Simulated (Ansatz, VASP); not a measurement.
# Two plane-wave programs on AlAu

Contents of INCAR:

```
PREC = Accurate
ENCUT = 520
EDIFF = 1E-6
ISMEAR = -1
SIGMA = 0.1
LREAL = False
LASPH = True
NELM = 100
ALGO = Normal
ISIF = 2
LWAVE = False
LCHARG = False
NBANDS = 14
```

Contents of KPOINTS:

```
Automatic mesh
0
Gamma
  7 7 7
```

Contents of POSCAR:

```
AlAu
1.0
    3.2239420000      0.0000000000      0.0000000000
    0.0000000000      3.2239420000      0.0000000000
    0.0000000000      0.0000000000      3.2239420000
Al Au
1 1
Direct
    0.0000000000      0.0000000000      0.0000000000
    0.5000000000      0.5000000000      0.5000000000
```

Input for Ansatz:

```yaml
crystal:
  lattice:
    - [3.223942, 0.0, 0.0]
    - [0.0, 3.223942, 0.0]
    - [0.0, 0.0, 3.223942]
  atoms:
    - { symbol: Al, position: [0.0, 0.0, 0.0] }
    - { symbol: Au, position: [0.5, 0.5, 0.5] }
kpoints:
  mp_grid:
    grid: [7, 7, 7]
    shift: [0.0, 0.0, 0.0]
hamiltonian:
  xc: lda
  pseudopotentials:
    kind: paw
scf:
  convergence:
    dr2_threshold: 1.0e-07
  occupations:
    method: fermi_dirac
    width: 0.1
output:
  forces: true
  stress: true
  eigenvalues: true
```

The cell comes from a database or a generator and needn't be the stable form of this composition.

Alike in both runs: task single point; functional LDA; k mesh 7 × 7 × 7; occupations fermi-dirac, width 0.1 eV; no spin polarisation.

|  | VASP | Ansatz |
| --- | --- | --- |
| version | VASP 6.6.1 | Ansatz 0.2.0 |
| potentials or method | VASP PAW LDA potentials, release 64 (Al, Au) | plane waves, PAW |
| plane-wave cutoff (eV) | 520 | 420 |
| valence electrons in the cell | 14 | 22 |

VASP gave:

```
gap on the k mesh at the Fermi level (eV) : none
pressure (GPa)                            : -8.2
```

Q: What did Ansatz give for the same quantities?

A: gap on the k mesh at the Fermi level (eV): none; pressure (GPa): -8.4.

A gap of «none» marks a metal or a gap that the smearing closes. The two sets of potentials don't hold the same shells in valence. Ansatz warned: «stress_scf_threshold_loose».

Spin-orbit coupling is left out, which matters for the levels of Au.
